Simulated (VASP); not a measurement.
# The defect B_Mg in a supercell of MgB2C2 (Pnnm), part 3 of 9

Wanted: what the defect B_Mg costs in MgB2C2 (Pnnm) and how the lattice relaxes round it. The start is a computed cell from the Materials Project.

VASP 6.6.1, plane waves and PAW; the level of theory is named at each step.

So far. Step 2 (Relaxing the host crystal): The run ended after 3 ionic steps, 0.001 eV below its first step, once forces and stress met EDIFFG = -0.03. The relaxed cell has a, b, c = 4.619, 7.177, 2.767 Å (conventional setting).

### 3. Screening in the host (continued)

Level of this step: PBEsol; plane waves and PAW (Mg, B, C) (VASP).

From OUTCAR (step 3):

```text
  LATTYP: Found a simple orthorhombic cell.
 ALAT       =     2.7667894675
 B/A-ratio  =     1.6693245636
 C/A-ratio  =     2.5939408608

 Found     30 irreducible k-points:

   k-points           NKPTS =     30   k-points in BZ     NKDIM =     30   number of bands    NBANDS=     26

   dimension x,y,z NGX =    30 NGY =   48 NGZ =   18
   dimension x,y,z NGXF=    60 NGYF=   96 NGZF=   36

   ENCUT  =  400.0 eV  29.40 Ry    5.42 a.u.   7.53 11.70  4.51*2*pi/ulx,y,z

   NELECT =      32.0000    total number of electrons

  Total       -0.5196196     -0.7621253     -0.4073994      0.0000000      0.0000000      0.0000000
  in kB       -9.0775134    -13.3139754     -7.1170780      0.0000000      0.0000000      0.0000000
  external PRESSURE =      -9.8361889 kB  Pullay stress =       0.0000000 kB

  energy-cutoff  :      400.00
  volume of cell :       91.71
      direct lattice vectors                 reciprocal lattice vectors
     4.618669620  0.000000000  0.000000000     0.216512564  0.000000000  0.000000000
     0.000000000  7.176888253  0.000000000     0.000000000  0.139336153  0.000000000
     0.000000000  0.000000000  2.766789468     0.000000000  0.000000000  0.361429741

 POSITION                                       TOTAL-FORCE (eV/Angst)
 -----------------------------------------------------------------------------------
      2.30933      3.58844      1.38339         0.000000      0.000000      0.000000
      0.00000      0.00000      0.00000         0.000000      0.000000      0.000000
      4.07888      5.23614      1.38339         0.028495      0.007944      0.000000
      0.53979      1.94075      1.38339        -0.028495     -0.007944     -0.000000
      2.84913      1.64769      0.00000        -0.028495      0.007944     -0.000000
      1.76954      5.52920      0.00000         0.028495     -0.007944      0.000000
      3.62621      1.58162      1.38339         0.018629      0.013965     -0.000000
      0.99246      5.59526      1.38339        -0.018629     -0.013965      0.000000
      3.30180      5.17007      0.00000        -0.018629      0.013965      0.000000
      1.31687      2.00682      0.00000         0.018629     -0.013965      0.000000
 -----------------------------------------------------------------------------------
    total drift:                                0.000000      0.000000     -0.000000

 MACROSCOPIC STATIC DIELECTRIC TENSOR (including local field effects in DFT)
 ------------------------------------------------------
          10.418792     0.000000     0.000000
           0.000000     6.369956     0.000000
           0.000000     0.000000     9.271955
 ------------------------------------------------------

 PIEZOELECTRIC TENSOR (including local field effects)  for field in x, y, z        (C/m^2)
          XX          YY          ZZ          XY          YZ          ZX
  --------------------------------------------------------------------------------
  x     0.00000     0.00000     0.00000     0.00000     0.00000     0.00000
  y     0.00000     0.00000     0.00000     0.00000     0.00000     0.00000
  z     0.00000     0.00000     0.00000     0.00000     0.00000     0.00000

 BORN EFFECTIVE CHARGES (including local field effects) (in |e|, cummulative output)
 ---------------------------------------------------------------------------------
 ion    1
    1     1.62819    -0.69780     0.00000
    2     0.20064     2.63043     0.00000
    3     0.00000     0.00000     1.74360
 ion    2
    1     1.62819     0.69780     0.00000
    2    -0.20064     2.63043     0.00000
    3     0.00000     0.00000     1.74360
 ion    3
    1     2.25397    -0.08855     0.00000
    2     0.28066     0.28082     0.00000
    3     0.00000     0.00000     2.07812
 ion    4
    1     2.25397    -0.08855     0.00000
    2     0.28066     0.28082     0.00000
    3     0.00000     0.00000     2.07812
 ion    5
    1     2.25397     0.08855     0.00000
    2    -0.28066     0.28082     0.00000
    3     0.00000     0.00000     2.07812
 ion    6
    1     2.25397     0.08855     0.00000
    2    -0.28066     0.28082     0.00000
    3     0.00000     0.00000     2.07812
 ion    7
    1    -3.06806     0.49342     0.00000
    2     0.12690    -1.59603     0.00000
    3     0.00000     0.00000    -2.94992
 ion    8
    1    -3.06806     0.49342     0.00000
    2     0.12690    -1.59603     0.00000
    3     0.00000     0.00000    -2.94992
 ion    9
    1    -3.06806    -0.49342     0.00000
    2    -0.12690    -1.59603     0.00000
    3     0.00000     0.00000    -2.94992
 ion   10
    1    -3.06806    -0.49342     0.00000
    2    -0.12690    -1.59603     0.00000
    3     0.00000     0.00000    -2.94992

 Eigenvectors and eigenvalues of the dynamical matrix
 ----------------------------------------------------

   1 f  =   34.714642 THz   218.118531 2PiTHz 1157.955827 cm-1   143.568160 meV
             X         Y         Z           dx          dy          dz
      2.309335  3.588444  1.383395    -0.000000    0.000000   -0.000000
      0.000000  0.000000  0.000000    -0.000000    0.000000    0.000000
      4.078877  5.236136  1.383395     0.356848    0.110195    0.000000
      0.539793  1.940753  1.383395    -0.356848   -0.110195   -0.000000
      2.849128  1.647692  0.000000    -0.356848    0.110195   -0.000000
      1.769542  5.529197  0.000000     0.356848   -0.110195    0.000000
[...]
2.849128  1.647692  0.000000    -0.000000    0.000000    0.359740
      1.769542  5.529197  0.000000    -0.000000    0.000000    0.359740
      3.626208  1.581624  1.383395     0.000000   -0.000000   -0.347208
      0.992462  5.595264  1.383395     0.000000   -0.000000   -0.347208
      3.301796  5.170068  0.000000     0.000000    0.000000   -0.347208
      1.316873  2.006820  0.000000     0.000000    0.000000   -0.347208

   5 f  =   31.982642 THz   200.952869 2PiTHz 1066.826120 cm-1   132.269522 meV
             X         Y         Z           dx          dy          dz
      2.309335  3.588444  1.383395     0.063592    0.053467   -0.000000
      0.000000  0.000000  0.000000    -0.063592    0.053467    0.000000
      4.078877  5.236136  1.383395    -0.458411   -0.133880    0.000000
      0.539793  1.940753  1.383395    -0.458411   -0.133880   -0.000000
      2.849128  1.647692  0.000000     0.458411   -0.133880   -0.000000
      1.769542  5.529197  0.000000     0.458411   -0.133880   -0.000000
      3.626208  1.581624  1.383395     0.102798    0.088977    0.000000
      0.992462  5.595264  1.383395     0.102798    0.088977    0.000000
      3.301796  5.170068  0.000000    -0.102798    0.088977   -0.000000
      1.316873  2.006820  0.000000    -0.102798    0.088977   -0.000000

   6 f  =   31.499731 THz   197.918647 2PiTHz 1050.717929 cm-1   130.272361 meV
             X         Y         Z           dx          dy          dz
      2.309335  3.588444  1.383395     0.000000    0.000000   -0.030715
      0.000000  0.000000  0.000000    -0.000000    0.000000    0.030715
      4.078877  5.236136  1.383395     0.000000    0.000000   -0.340196
      0.539793  1.940753  1.383395    -0.000000   -0.000000   -0.340196
      2.849128  1.647692  0.000000     0.000000   -0.000000    0.340196
      1.769542  5.529197  0.000000    -0.000000    0.000000    0.340196
      3.626208  1.581624  1.383395     0.000000    0.000000   -0.365780
      0.992462  5.595264  1.383395    -0.000000   -0.000000   -0.365780
      3.301796  5.170068  0.000000     0.000000   -0.000000    0.365780
      1.316873  2.006820  0.000000    -0.000000    0.000000    0.365780

   7 f  =   31.495868 THz   197.894375 2PiTHz 1050.589072 cm-1   130.256385 meV
             X         Y         Z           dx          dy          dz
      2.309335  3.588444  1.383395    -0.000000   -0.000000    0.000000
      0.000000  0.000000  0.000000     0.000000   -0.000000   -0.000000
      4.078877  5.236136  1.383395    -0.000000   -0.000000    0.340703
      0.539793  1.940753  1.383395     0.000000    0.000000   -0.340703
      2.849128  1.647692  0.000000    -0.000000    0.000000    0.340703
      1.769542  5.529197  0.000000     0.000000   -0.000000   -0.340703
      3.626208  1.581624  1.383395    -0.000000   -0.000000   -0.365953
      0.992462  5.595264  1.383395     0.000000    0.000000    0.365953
      3.301796  5.170068  0.000000    -0.000000    0.000000   -0.365953
      1.316873  2.006820  0.000000     0.000000   -0.000000    0.365953

   8 f  =   31.472320 THz   197.746421 2PiTHz 1049.803610 cm-1   130.159000 meV
             X         Y         Z           dx          dy          dz
      2.309335  3.588444  1.383395     0.000000    0.000000   -0.000000
      0.000000  0.000000  0.000000    -0.000000    0.000000    0.000000
      4.078877  5.236136  1.383395    -0.463718   -0.135873   -0.000000
      0.539793  1.940753  1.383395     0.463718    0.135873   -0.000000
      2.849128  1.647692  0.000000    -0.463718    0.135873    0.000000
      1.769542  5.529197  0.000000     0.463718   -0.135873    0.000000
      3.626208  1.581624  1.383395    -0.066095   -0.110160   -0.000000
      0.992462  5.595264  1.383395     0.066095    0.110160   -0.000000
      3.301796  5.170068  0.000000    -0.066095    0.110160    0.000000
      1.316873  2.006820  0.000000     0.066095   -0.110160    0.000000

   9 f  =   30.196251 THz   189.728642 2PiTHz 1007.238520 cm-1   124.881604 meV
             X         Y         Z           dx          dy          dz
      2.309335  3.588444  1.383395    -0.008334    0.013029    0.000000
      0.000000  0.000000  0.000000     0.008334    0.013029   -0.000000
      4.078877  5.236136  1.383395     0.108547   -0.001583   -0.000000
      0.539793  1.940753  1.383395     0.108547   -0.001583   -0.000000
      2.849128  1.647692  0.000000    -0.108547   -0.001583    0.000000
      1.769542  5.529197  0.000000    -0.108547   -0.001583    0.000000
      3.626208  1.581624  1.383395     0.487889   -0.007759   -0.000000
      0.992462  5.595264  1.383395     0.487889   -0.007759   -0.000000
      3.301796  5.170068  0.000000    -0.487889   -0.007759    0.000000
      1.316873  2.006820  0.000000    -0.487889   -0.007759    0.000000
    [... 271 further lines ...]
      3.301796  5.170068  0.000000     0.293075    0.000827    0.000000
      1.316873  2.006820  0.000000     0.293075    0.000827    0.000000

 MACROSCOPIC STATIC DIELECTRIC TENSOR IONIC CONTRIBUTION
 ------------------------------------------------------
           5.508976    -0.000000    -0.000000
          -0.000000     3.812876     0.000000
          -0.000000     0.000000     3.791158
 ------------------------------------------------------

 ELASTIC MODULI CONTR FROM IONIC RELAXATION (kBar)
 Direction    XX          YY          ZZ          XY          YZ          ZX
 --------------------------------------------------------------------------------
 XX       -1780.2610   -191.0297   -116.9553      0.0000      0.0000     -0.0000
 YY        -191.0297   -367.1424     19.5659      0.0000      0.0000     -0.0000
 ZZ        -116.9553     19.5659    -68.6537      0.0000      0.0000     -0.0000
 XY           0.0000      0.0000      0.0000   -161.0436     -0.0000     -0.0000
 YZ           0.0000      0.0000      0.0000     -0.0000    -76.2210      0.0000
 ZX          -0.0000     -0.0000     -0.0000     -0.0000      0.0000    -77.9740
 --------------------------------------------------------------------------------

 PIEZOELECTRIC TENSOR IONIC CONTR  for field in x, y, z        (C/m^2)
          XX          YY          ZZ          XY          YZ          ZX
  --------------------------------------------------------------------------------
  x    -0.00000    -0.00000     0.00000    -0.00000    -0.00000     0.00000
  y    -0.00000     0.00000    -0.00000     0.00000    -0.00000     0.00000
  z    -0.00000    -0.00000     0.00000    -0.00000     0.00000    -0.00000

[... 3 parts as in an earlier step ...]

[... 2 further parts left out ...]
```

CONTCAR:

```
MgB2C2
   1.00000000000000
     4.6186696203000004    0.0000000000000000    0.0000000000000000
     0.0000000000000000    7.1768882529000004    0.0000000000000000
     0.0000000000000000    0.0000000000000000    2.7667894675000002
  Mg              B               C
     2     4     4
Direct
     0.5000000000000000    0.5000000000000000    0.5000000000000000
     0.0000000000000000    0.0000000000000000    0.0000000000000000
     0.8831280197000027    0.7295830025000001    0.5000000000000000
     0.1168719802999973    0.2704169974999999    0.5000000000000000
     0.6168719802999973    0.2295830025000001    0.0000000000000000
     0.3831280197000027    0.7704169974999999    0.0000000000000000
     0.7851195929000028    0.2203773720000015    0.5000000000000000
     0.2148804070999972    0.7796226279999985    0.5000000000000000
     0.7148804070999972    0.7203773720000015    0.0000000000000000
     0.2851195929000028    0.2796226279999985    0.0000000000000000
```

Energies printed during the response cycles are not total energies of the cell. The dielectric response converges more slowly with the mesh than energies do, so tensor and charges may still move on a finer one.

Numbers from this step:

```yaml
pressure_of_the_cell: -0.9836 GPa
largest_force_of_the_cell: 0.02958 eV/Å
fermi_energy: 5.006 eV
gap_on_the_k_mesh: 1.192 eV
least_direct_gap_on_the_k_mesh: 1.719 eV
```

Electronic dielectric tensor with local fields:

```
10.42  0.00  0.00
 0.00  6.37  0.00
 0.00  0.00  9.27
```

Ionic part of the static dielectric tensor:

```
5.51 0.00 0.00
0.00 3.81 0.00
0.00 0.00 3.79
```

Born effective charge (e), principal values of the symmetric part by kind of site:

```csv
atom,atoms with these values,low,middle,high,mean
Mg1,2,1.57,1.74,2.69,2.00
B3,4,0.28,2.08,2.26,1.54
C7,4,-3.13,-2.95,-1.53,-2.54
```

In full for C7:

```
-3.07  0.49  0.00
 0.13 -1.60  0.00
 0.00  0.00 -2.95
```

Infrared lines, with heights relative to the strongest:

```csv
position (cm⁻¹),lines merged,"squared mode dipole, relative"
145,1,0.0
185,1,0.0
215,1,4.4
219,1,0.1
246,1,0.0
307,1,7.5
314,1,0.0
362,1,3.3
402,1,0.0
403,1,22
459,1,3.2
507,1,0.0
508,1,0.0
672,1,0.0
693,1,5.5
757,1,7.9
777,1,0.0
1007,2,0.4
1050,1,0.0
1051,2,0.0
1067,1,1.8
1142,1,96
1143,1,0.0
1153,1,100
1158,1,0.0
```

The electrons screen with a mean of 8.69 and the ions add 4.37; the sum enters the correction.

(Continued in part 4 of 9.)

[Lines on the potential files, build, host, timing and source positions are cut from VASP's logs without a mark.]

[Logs are printed without paths, hosts, clocks, repeated set-up lines and the standing remarks that a program may print on its own settings, such as how far it seeks lower states.]

[Hosts, paths, dates, database ids (printed as entryN), source tags and the programs' standing remarks are cut or masked in the printed files.]

[In band tables of VASP the shares of atoms and orbitals are scaled to a sum of 1 inside the atoms' spheres.]

[Runs that stopped without an error message from VASP are left out.]
